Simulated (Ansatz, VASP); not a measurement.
## One calculation of Al, two programs

INCAR

```
SYSTEM = Al
ALGO     = Fast           ! electronic algorithm
EDIFF    = 1E-6           ! SCF threshold, eV
ENCUT    = 520            ! plane-wave cutoff, eV
GGA      = PE             ! functional
ISIF     = 2              ! what is computed and relaxed
ISMEAR   = 0              ! smearing method
IVDW     = 12             ! dispersion correction
LASPH    = .TRUE.         ! aspherical terms in the spheres
LCHARG   = .FALSE.        ! write CHGCAR
LREAL    = .FALSE.        ! projectors in reciprocal space
LWAVE    = .FALSE.        ! write WAVECAR
NBANDS   = 14             ! bands
NELM     = 80             ! most SCF steps
PREC     = Accurate       ! precision mode
SIGMA    = 0.1            ! smearing width, eV
```

Contents of KPOINTS:

```
k-points
0
G
  21 21 6
  0 0 0
```

POSCAR

```
Al
1.0
    2.8147782361      0.0000000000      0.0000000000
   -1.4073891181      2.4376694585      0.0000000000
    0.0000000000      0.0000000000      9.4266321598
Al
4
Direct
    0.0000000000      0.0000000000      0.0000000000
    0.3333333333      0.6666666667      0.2500000000
    0.0000000000      0.0000000000      0.5000000000
    0.6666666667      0.3333333333      0.7500000000
```

Input for Ansatz:

```yaml
crystal:
  lattice:
    - [2.8147782361, 0.0, 0.0]
    - [-1.4073891181, 2.4376694585, 0.0]
    - [0.0, 0.0, 9.4266321598]
  atoms:
    - { symbol: Al, position: [0.0, 0.0, 0.0] }
    - { symbol: Al, position: [0.3333333333, 0.6666666667, 0.25] }
    - { symbol: Al, position: [0.0, 0.0, 0.5] }
    - { symbol: Al, position: [0.6666666667, 0.3333333333, 0.75] }
basis:
  ecutwfc: 420
kpoints:
  mp_grid: { grid: [21, 21, 6] }
hamiltonian:
  xc: pbe
  dispersion: d3bj
scf:
  occupations: { method: gaussian, width: 0.1 }
output:
  forces: true
  stress: true
  eigenvalues: true
```

Change from the starting cell: strain along c alone, the other axes held, atoms relaxed: +2.0 %.

Alike in both runs: task single point; functional PBE; dispersion D3(BJ); k mesh 21 × 21 × 6; occupations gaussian, width 0.1 eV; no spin polarisation.

```csv
,VASP,Ansatz
version,VASP 6.6.1,Ansatz 0.2.0
potentials or method,"VASP PAW PBE potentials, release 64 (Al)","scalar-relativistic, plane waves, PAW"
plane-wave cutoff (eV),520,420
valence electrons in the cell,12,12
```

Ansatz gave:

| Quantity | Value |
| --- | --- |
| gap on the k mesh at the Fermi level (eV) | none |
| pressure (GPa) | -1.5 |
| largest component of the traceless stress (GPa) | 1.22 |

Which values does VASP return?

gap on the k mesh at the Fermi level (eV): none; pressure (GPa): -1.6; largest component of the traceless stress (GPa): 1.22.

A gap of «none» marks a metal or a gap that the smearing closes.

Caveats: pairwise dispersion overbinds metals, which lowers pressure and volume.
